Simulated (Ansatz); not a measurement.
Crystal: GaN.

```
CELL_PARAMETERS angstrom
0.00000 2.25350 2.25350
2.25350 0.00000 2.25350
2.25350 2.25350 0.00000
ATOMIC_POSITIONS crystal
Ga 0.00000 0.00000 0.00000
N 0.25000 0.25000 0.25000
```

The cell is a database's computed one.

Base run:

| Property | Result |
| --- | --- |
| Program | Ansatz 0.2.0 |
| Functional | revPBE |
| Potentials or basis | all-electron LAPW, scalar-relativistic |
| Cutoff | 421 eV (chosen from the basis error) |
| Basis error allowed | 0.001 eV/atom |
| k mesh | 10 × 10 × 10 |
| Occupations | fermi-dirac, width 0.05 eV |
| Spin | no spin polarisation |

Its results: band gap on the k mesh 1.76 eV, direct; pressure 7.9 GPa.

The run is repeated on the same cell with these changes: functional from revPBE to BLYP. What comes out?

Band gap on the k mesh 1.83 eV, direct; pressure 11.0 GPa.
